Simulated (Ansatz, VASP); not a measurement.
**Ag in VASP and in Ansatz**

Contents of INCAR:

```
  ALGO = Normal
  EDIFF = 1E-6
  EDIFFG = -0.005
  ENCUT = 600
  GGA = PS
  IBRION = 2
  ISIF = 3
  ISMEAR = -1
  IVDW = 13
  LASPH = True
  LCHARG = False
  LREAL = False
  LWAVE = False
  NELM = 100
  NSW = 80
  PREC = Accurate
  SIGMA = 0.05
```

File KPOINTS:

```
k-points
0
Gamma
  11 11 11
```

Contents of POSCAR:

```
Ag
1.0
    0.0000000000      2.0427500000      2.0427500000
    2.0427500000      0.0000000000      2.0427500000
    2.0427500000      2.0427500000      0.0000000000
Ag
1
Direct
    0.0000000000      0.0000000000      0.0000000000
```

input.yaml

```yaml
crystal:
  lattice:
    - [0.0, 2.04275, 2.04275]
    - [2.04275, 0.0, 2.04275]
    - [2.04275, 2.04275, 0.0]
  atoms:
    - { symbol: Ag, position: [0.0, 0.0, 0.0] }
kpoints:
  mp_grid: { grid: [11, 11, 11] }
scf:
  occupations: { method: fermi_dirac, width: 0.05 }
hamiltonian:
  xc: pbesol
  dispersion: d4
  pseudopotentials: { kind: all_electron, lapw: { basis_error: 0.001 } }
output:
  forces: true
  stress: true
relax:
  f_tol: 0.005
  max_steps: 60
  cell: {}
```

Alike in both runs: task relaxation of cell and atoms; functional PBEsol; dispersion D4; k mesh 11 × 11 × 11; occupations fermi-dirac, width 0.05 eV; no spin polarisation.

|  | VASP | Ansatz |
| --- | --- | --- |
| version | VASP 6.6.1 | Ansatz 0.2.0 |
| potentials or method | VASP PAW PBE potentials, release 64 (Ag) | all-electron LAPW, scalar-relativistic |
| plane-wave cutoff (eV) | 600 | see its input |

Ansatz gave:

- relaxed volume (Å³/atom): 16.20
- relaxed cell length with the largest relative difference (Å): 2.840
- energy change over the relaxation (meV/atom): -16

What did VASP give for the same quantities?

Relaxed volume (Å³/atom): 16.18; relaxed cell length with the largest relative difference (Å): 2.839; energy change over the relaxation (meV/atom): -17.

Ansatz ran all-electron here, so the differences hold the error of VASP's frozen core and of both bases.

Caveats: the PAW data sets were made with another functional, which shifts forces and pressure a little (VASP); pairwise dispersion overbinds metals, which lowers pressure and volume (VASP).
